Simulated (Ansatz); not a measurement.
## Tuning gaps by epitaxial strain

Plane-wave DFT in Ansatz, PBEsol, scalar-relativistic PAW potentials, cutoff 420 eV, no spin-orbit coupling; no spin polarisation. Equal strain along a and b of the conventional cell, c and the atoms relaxed; gaps sought over the whole zone. A star marks a structure that wasn't matched here to a measured phase, so it may never have been made and needn't be stable; unstarred phases aren't always the most stable ones.

```tsv
crystal	strain: gap (eV)
BeS (F-43m)	-4.5 %: 2.382; -3.0 %: 2.568; -1.5 %: 2.742; +0.0 %: 2.908; +1.5 %: 2.721; +3.0 %: 2.555; +4.5 %: 2.410
ZnO (P6_3mc)	-6.0 %: 0.588; -4.0 %: 0.633; -2.0 %: 0.672; +0.0 %: 0.704; +2.0 %: 0.723; +4.0 %: 0.731; +6.0 %: 0.748
ZnSe₂ (Pa-3)*	-3.0 %: 0.452; -1.5 %: 0.569; +0.0 %: 0.681; +1.5 %: 0.619; +3.0 %: 0.659
ZnSe (F-43m)	-6.0 %: 1.184; -4.0 %: 1.224; -2.0 %: 1.241; +0.0 %: 1.239; +2.0 %: 1.074; +4.0 %: 0.923; +6.0 %: 0.784
```

Problem. What are the slopes on either side of zero strain, and why can they differ?

Solution. BeS (F-43m) +111 and -125; ZnO (P6_3mc) +16 and +10; ZnSe₂ (Pa-3)* +75 and -41; ZnSe (F-43m) -1 and -83 meV per % (over the first step on the compressive side, then on the tensile side; a positive slope means the gap grows as the plane is stretched). The slope drops from the first side to the second in BeS (F-43m), ZnSe₂ (Pa-3)*, ZnSe (F-43m). The gap is the smallest distance between any valence top and conduction valley, so its slope drops where another pair takes over. In BeS (F-43m), ZnSe₂ (Pa-3)*, ZnSe (F-43m) the shear part of the strain lowers the cubic symmetry and splits a degenerate band edge or a set of equal valleys, and whichever member moves into the gap sets it on each side of zero. Relaxations kept the strained cell's symmetry, so distortions at large strain weren't sought, and coherent films seldom hold more than 2 to 3 %. Splitting by shear is how strain cuts scattering and transport mass in Si and Ge channels; masses under strain weren't computed. The slope of one pair of band edges is as a rule more reliable than the Kohn–Sham gap, while the strain at which pairs cross shifts with the functional.

Cost: about 43 core-minutes for the runs cited, on Arm Neoverse V1, Arm Neoverse V2, Intel Xeon 6975P-C (Granite Rapids) (shared hosts).